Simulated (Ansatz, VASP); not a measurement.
**Two plane-wave programs on AlN**

The input POSCAR:

```
AlN
1.0
    0.0000000000      2.0592458212      1.9894038838
    2.0592458212      0.0000000000      1.9894038838
    2.0592458212      2.0592458212      0.0000000000
Al N
1 1
Direct
    0.0000000000      0.0000000000      0.0000000000
    0.5000000000      0.5000000000      0.5000000000
```

Contents of INCAR.step1:

```
  ALGO = Normal
  EDIFF = 1E-4
  ENCUT = 520
  GGA = PE
  ISMEAR = 0
  LASPH = True
  LCHARG = False
  LREAL = False
  LWAVE = True
  NBANDS = 11
  NELM = 100
  PREC = Accurate
  SIGMA = 0.01
```

The input INCAR.step2:

```
  ALGO = Normal
  EDIFF = 1E-6
  ENCUT = 520
  ISIF = 2
  ISMEAR = 0
  ISTART = 1
  LASPH = True
  LCHARG = False
  LMIXTAU = True
  LREAL = False
  LWAVE = False
  METAGGA = R2SCAN
  NBANDS = 11
  NELM = 100
  PREC = Accurate
  SIGMA = 0.01
```

File KPOINTS:

```
k-points
0
Gamma
  10 10 10
```

Input for Ansatz:

```yaml
crystal:
  lattice:
    - [0.0, 2.0592458212, 1.9894038838]
    - [2.0592458212, 0.0, 1.9894038838]
    - [2.0592458212, 2.0592458212, 0.0]
  atoms:
    - { symbol: Al, position: [0.0, 0.0, 0.0] }
    - { symbol: "N", position: [0.5, 0.5, 0.5] }
kpoints:
  mp_grid: { grid: [10, 10, 10] }
  band_path:
    path:
      - [0.0, 0.0, 0.0]
      - [0.5, 0.0, 0.5]
      - [0.625, 0.25, 0.625]
      - [0.375, 0.375, 0.75]
      - [0.5, 0.5, 0.5]
      - [0.5, 0.25, 0.75]
      - [0.5, 0.5, 0.0]
    npoints: 1
hamiltonian:
  xc: r2scan
scf:
  occupations: { method: fixed }
  n_extra_bands: 4
output:
  forces: true
  stress: true
  eigenvalues: true
```

Change from the starting cell: epitaxial_xy strain +2.0%.

Alike in both runs: task single point; functional r2SCAN; k mesh 10 × 10 × 10; no spin polarisation.

|  | VASP | Ansatz |
| --- | --- | --- |
| version | VASP 6.6.1 | Ansatz 0.2.0 |
| potentials or method | VASP PAW PBE potentials, release 64 (Al, N) | plane waves, PAW |
| plane-wave cutoff (eV) | 520 | 500 |
| occupations | gaussian, width 0.01 eV | fixed |
| valence electrons in the cell | 8 | 8 |

|  | VASP | Ansatz | Ansatz less VASP |
| --- | --- | --- | --- |
| gap on the k mesh at the Fermi level (eV) | 5.01 | 5.00 | -0.003 |
| pressure (GPa) | -6.7 | -6.0 | +0.76 |
| largest component of the traceless stress (GPa) | 6.09 | 5.97 | -0.120 |

Caveats: the PAW data sets were made with another functional, which shifts forces and pressure a little (VASP). A k mesh can miss the band edges.
